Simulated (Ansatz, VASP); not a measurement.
# Zn36NO35 (N on an O site in ZnO) in two plane-wave programs, part 3 of 3

Wanted: the spread between two codes on one cell, functional and k mesh. Of the first pair: The structure shown is the start of the Ansatz relaxation below; VASP solves that cell, so the two are compared at the walk's first step.

VASP 6.6.1 and Ansatz 0.2.0.

So far. Step 3 (VASP: single point, PBEsol, start cell, pair 1): The run ends at a pressure of 1.02 GPa, with forces up to 1.0 eV/Å.

### Step 6. VASP: single point, PBEsol, relaxed cell, pair 2

Level of this step: PBEsol, spin-polarised from a ferromagnetic start; plane waves and PAW (Zn, O, N) (VASP).

The same cell, functional, mesh and smearing now go to VASP, with its own data sets.

Contents of INCAR:

```
SYSTEM = Zn36NO35
PREC = Accurate
ENCUT = 520
EDIFF = 1E-06
NELM = 200
ISMEAR = -1
SIGMA = 0.01
LREAL = Auto
ALGO = Normal
GGA = PS
NBANDS = 376
ISPIN = 2
MAGMOM = 0 0 0 0 0 0 0 0.04 0 0 0 0 0 0 0 0.01 0.03 0 0 0.04 0 0 0 0.04 0 0 0 0 0 0 0 0.01 0 0 0 0 0 0.01 0 0 0 0.04 0.03 0 0 0.01 0 0 0.01 0.03 0 0 0.05 0.01 0 0 0.04 0.02 0 0 0.01 0.01 0 0.01 0.04 0.01 0 0 0.01 0 0 0.31
LORBIT = 11
LWAVE = .FALSE.
LCHARG = .FALSE.
ISIF = 2
ISYM = 0
NUPDOWN = 1
LASPH = .TRUE.
GGA_COMPAT = .FALSE.
NCORE = 2
```

Contents of POSCAR:

```
Zn36NO35
1.0
    9.6902224500     -0.0000000029      0.0000000000
   -4.8451112225      8.3919788115      0.0000000000
    0.0000000000      0.0000000000     10.4281982800
Zn O N
36 35 1
Direct
    0.1104779714      0.2231156545      0.2498288452
    0.2217791849      0.1103164324      0.0012252480
    0.1111056548      0.2216037586      0.7498258728
    0.2220987550      0.1099161535      0.4999228096
    0.1105730289      0.5548774951      0.2505249071
    0.2220915779      0.4439506781      0.9981828880
    0.1116217426      0.5553191939      0.7493353510
    0.2263887452      0.4406420297      0.4970833291
    0.1108055616      0.8888773436      0.2506650883
    0.2226213159      0.7770728646      0.0006255307
    0.1114011719      0.8882742665      0.7505058055
    0.2240222903      0.7756788101      0.4994894144
    0.4443135255      0.2244534567      0.2513504325
    0.5552060179      0.1104389926      0.0012129185
    0.4434832354      0.2206410667      0.7520562111
    0.5554663512      0.1105753183      0.5008863824
    0.4412899500      0.5581047006      0.2545728330
    0.5544697987      0.4450389042      0.0002910011
    0.4442987522      0.5556970847      0.7478120321
    0.5525514772      0.4463520645      0.5047344531
    0.4447911916      0.8890308362      0.2504246786
    0.5556592217      0.7775373711      0.9981316452
    0.4446078664      0.8882707814      0.7492639242
    0.5587523953      0.7731312851      0.4969075259
    0.7771954192      0.2224337973      0.2502891515
    0.8888814712      0.1107412592      0.9998758410
    0.7773592041      0.2225745745      0.7512249563
    0.8879072365      0.1117218485      0.5014277696
    0.7751546160      0.5553869570      0.2513885766
    0.8891745117      0.4444132264      0.0012581980
    0.7790124201      0.5563653293      0.7520963978
    0.8888306494      0.4441719976      0.5009200492
    0.7763670530      0.8890849516      0.2498358254
    0.8892638263      0.7778344326      0.0012707874
    0.7781238032      0.8887875769      0.7497901606
    0.8894271514      0.7774667611      0.4999510431
    0.2218170637      0.1113294292      0.1908577283
    0.1078932796      0.2179301510      0.4394980122
    0.2221837541      0.1103009177      0.6897588060
    0.1109200272      0.2211128996      0.9391718289
    0.2200430362      0.4440446373      0.1865098863
    0.1112107057      0.5524443086      0.4405442581
    0.2211548924      0.4431012089      0.6884983818
    0.1104421517      0.5553476254      0.9389114283
    0.2220050545      0.7775411288      0.1903883527
    0.1122679864      0.8870161977      0.4403457417
    0.2224528857      0.7773465421      0.6891636454
    0.1112269175      0.8882817771      0.9402422354
    0.5544653930      0.1121980434      0.1909553989
    0.4453437496      0.2230891045      0.4411579884
    0.5555845511      0.1110558303      0.6901093121
    0.4442049293      0.2221029230      0.9415880585
    0.5531033676      0.4467137873      0.1902268825
    0.5569638850      0.4428310963      0.6937059293
    0.4440350045      0.5554886135      0.9375606699
    0.5555473488      0.7794184262      0.1864713504
    0.4470025404      0.8884171484      0.4403661517
    0.5567851504      0.7786877640      0.6885387156
    0.4441753467      0.8891123500      0.9388856107
    0.8880309394      0.1116126304      0.1893223899
    0.7772051956      0.2225956545      0.4399765792
    0.8884429276      0.1115262162      0.6906275860
    0.7774620369      0.2222600798      0.9406731818
    0.8875105651      0.4453400102      0.1909858627
    0.7761432646      0.5541736711      0.4412127389
    0.8889189265      0.4445029447      0.6901647915
    0.7775465738      0.5553547079      0.9416434359
    0.8883331776      0.7778599420      0.1908881605
    0.7816436241      0.8917892744      0.4394798172
    0.8893828583      0.7775541560      0.6897735575
    0.7785567866      0.8887020747      0.9391875038
    0.4447880214      0.5548766640      0.4396946966
```

Contents of KPOINTS:

```
Points of the shifted mesh
1
Reciprocal
 0.2500000000  0.2500000000  0.2500000000 1
```

The projector-augmented-wave data sets are Zn, O and N (PBE family, release 64).

Run with:

```sh
> mpirun -np 8 vasp_std
```

Numbers of over 12 decimals in the logs are rounded to 6 here.

Output:

```text
[banner, memory and clock lines left out]
running    8 mpi-ranks, on    1 nodes
[...]
[... a notice as in an earlier step ...]

 LDA part: xc-table for (Slater+PW92), standard interpolation
 POSCAR, INCAR and KPOINTS ok, starting setup
[...]
entering main loop
       N       E                     dE             d eps       ncg     rms          rms(c)
DAV:   1     0.969302290360E+04    0.96930E+04   -0.27305E+05  1504   0.252E+03
DAV:   2     0.205460318119E+04   -0.76384E+04   -0.73394E+04  1504   0.712E+02
DAV:   3    -0.816254714405E+02   -0.21362E+04   -0.20233E+04  1536   0.293E+02
DAV:   4    -0.387535295931E+03   -0.30591E+03   -0.30038E+03  1680   0.116E+02
[...]
DAV:  17    -0.348981762935E+03   -0.46834E-05   -0.30368E-05  2056   0.284E-02    0.165E-02
DAV:  18    -0.348981763174E+03   -0.23912E-06   -0.12144E-05  1768   0.115E-02    0.990E-03
DAV:  19    -0.348981763438E+03   -0.26413E-06   -0.56666E-06  1464   0.794E-03
   1 F= -.34898176E+03 E0= -.34898174E+03  d E =-.502502E-04  mag=     1.0000
```

From OUTCAR (step 6):

```text
  FREE ENERGIE OF THE ION-ELECTRON SYSTEM (eV)
  ---------------------------------------------------
  free  energy   TOTEN  =      -348.9817634382 eV

  energy  without entropy=     -348.9817131880  energy(sigma->0) =     -348.98173831

 magnetization (x)
# of ion       s       p       d       tot
------------------------------------------
    1       -0.000   0.000   0.001   0.001
    2       -0.000  -0.000   0.000   0.000
    3       -0.000   0.000   0.003   0.002
    4       -0.000  -0.000   0.002   0.002
    5       -0.000  -0.000   0.002   0.001
    6       -0.000  -0.000   0.001   0.001
    7       -0.000   0.000   0.003   0.003
    8       -0.000   0.009   0.040   0.049
    9       -0.000  -0.000   0.001   0.000
   10       -0.000  -0.000   0.001   0.000
   11       -0.000   0.000   0.000   0.000
   12       -0.001  -0.001   0.003   0.002
   13       -0.001  -0.001   0.003   0.002
[...]
--------------------------------------------------
tot         -0.001   0.644   0.228   0.871

[... 1 part as in an earlier step ...]
```

The run ends at a pressure of 0.78 GPa, with forces up to 0.013 eV/Å.

### Step 7. Side by side

What differs besides the data sets and the points named for the pairs above, as far as they apply: site moments are counted in spheres of each program's own size. Total energies have different zeros and are not compared.

The two programs side by side:

| quantity | Ansatz | VASP | difference |
| --- | --- | --- | --- |
| total moment, fixed by the input (μB) | 1.00 | 1.00 | 0.00 |
| moment on N72 (μB) | 0.31 | 0.28 | +0.02 |
| moment on Zn20 (μB) | 0.04 | 0.06 | -0.01 |

At this near-relaxed geometry the largest component of a force difference is 13 meV/Å.

### Step 8. What came out

```json
{"r.m.s. force difference (single point, PBEsol, start cell, pair 1)": "3.8 % of the r.m.s. force", "difference in moment on N72 (single point, PBEsol, relaxed cell, pair 2)": "0.024 μB"}
```

In words: The r.m.s. force difference is 3.8 % of the r.m.s. force (single point, PBEsol, start cell, pair 1), beyond the 3 % picked in this series as the mark of a large difference. Such differences can come from data sets, numerical settings and the points named under the comparisons, not from the functional's error against experiment.

[Lines on the potential files, build, host, timing and source positions are cut from VASP's logs without a mark.]

[Logs are printed without paths, hosts, clocks, repeated set-up lines and the standing remarks that a program may print on its own settings, such as how far it seeks lower states.]

[Hosts, paths, dates, database ids (printed as entryN), source tags and the programs' standing remarks are cut or masked in the printed files.]
